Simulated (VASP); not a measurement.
Crystal: V.

```
V
1.0
     2.60429    0.00000    0.00000
    -1.30215    2.25538    0.00000
     0.00000    0.00000    4.72334
V
2
Direct
  0.33333 0.66667 0.25000
  0.66667 0.33333 0.75000
```

This isn't the form of V at room conditions, which is bcc.

* Program: VASP 6.6.1
* Task: relaxation of cell and atoms
* Functional: PBEsol
* Potentials or basis: VASP PAW PBE potentials, release 64 (V_sv)
* Cutoff: 600 eV
* k mesh: 10 × 10 × 6
* Occupations: fermi-dirac, width 0.05 eV
* Spin: collinear spin, ferromagnetic start
* Starting moments: [2.0, 2.0] μB

At the start: pressure -6.9 GPa; volume 13.87 Å³/atom.

Question: Where does the relaxation end?

Answer: Over 6 steps the energy falls by 12.0 meV/atom and the volume is 13.34 Å³/atom (-3.9 %); space group P6_3/mmc (No. 194, to 0.05 Å); moment 0.00 μB per cell.

The path:
| step | energy change (eV) | largest force (eV/Å) | pressure (GPa) | volume (Å³) |
| --- | --- | --- | --- | --- |
| 1 | 0.0000 | 0.0000 | -6.86 | 27.74 |
| 2 | 0.0122 | 0.0000 | 9.73 | 25.43 |
| 3 | -0.0239 | 0.0000 | -0.07 | 26.67 |
| 4 | -0.0239 | 0.0000 | 0.07 | 26.65 |
| 5 | -0.0240 | 0.0000 | -0.08 | 26.67 |
| 6 | -0.0240 | 0.0000 | -0.06 | 26.67 |

Final structure:
```cif
data_structure
_symmetry_space_group_name_H-M 'P 1'
_symmetry_Int_Tables_number 1
_cell_length_a 2.5720
_cell_length_b 2.5720
_cell_length_c 4.6558
_cell_angle_alpha 90.000
_cell_angle_beta 90.000
_cell_angle_gamma 120.000
_cell_volume 26.67
loop_
_atom_site_label
_atom_site_type_symbol
_atom_site_fract_x
_atom_site_fract_y
_atom_site_fract_z
_atom_site_occupancy
V1 V 0.33333 0.66667 0.25000 1
V2 V 0.66667 0.33333 0.75000 1
```

Caveat: the PAW data sets were made with another functional, which shifts forces and pressure a little.
